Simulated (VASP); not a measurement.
Here is a VASP 6.6.1 calculation.

The input INCAR:

```
  ALGO = Normal
  EDIFF = 1E-6
  EDIFFG = -0.01
  ENCUT = 600
  GGA = RP
  IBRION = 2
  ISIF = 3
  ISMEAR = 1
  LASPH = T
  LCHARG = F
  LREAL = F
  LWAVE = F
  NELM = 80
  NSW = 90
  PREC = Accurate
  SIGMA = 0.1
```

Contents of KPOINTS:

```
k-points
0
Gamma
  14 14 14
```

The input POSCAR:

```
TaN
1.0
    0.0000000000      2.2113230000      2.2113230000
    2.2113230000      0.0000000000      2.2113230000
    2.2113230000      2.2113230000      0.0000000000
Ta N
1 1
Direct
    0.5000000000      0.5000000000      0.5000000000
    0.0000000000      0.0000000000      0.0000000000
```

Potentials or basis: VASP PAW PBE potentials, release 64 (Ta_pv, N).

The run is started by

```bash
$ cat potpaw_PBE.64/Ta_pv/POTCAR potpaw_PBE.64/N/POTCAR > POTCAR
$ mpirun -np 1 vasp_std > vasp.out
```

Problem. Predict the relaxed volume.

Solution. 10.95 Å³/atom.

Problem. Predict the space group after relaxing (to 0.05 Å).

Solution. Fm-3m (No. 225).

Problem. Predict the band gap on the k mesh.

Solution. None (metal or under the smearing width).

Step by step:
| step | energy change (eV) | largest force (eV/Å) | pressure (GPa) | volume (Å³) |
| --- | --- | --- | --- | --- |
| 1 | 0.0000 | 0.0000 | 4.07 | 21.63 |
| 2 | 0.0119 | 0.0000 | -7.99 | 22.50 |
| 3 | -0.0034 | 0.0000 | -0.01 | 21.90 |

Caveat: the PAW data sets were made with another functional, which shifts forces and pressure a little. The run has no spin-orbit coupling, so splittings on Ta are missing.
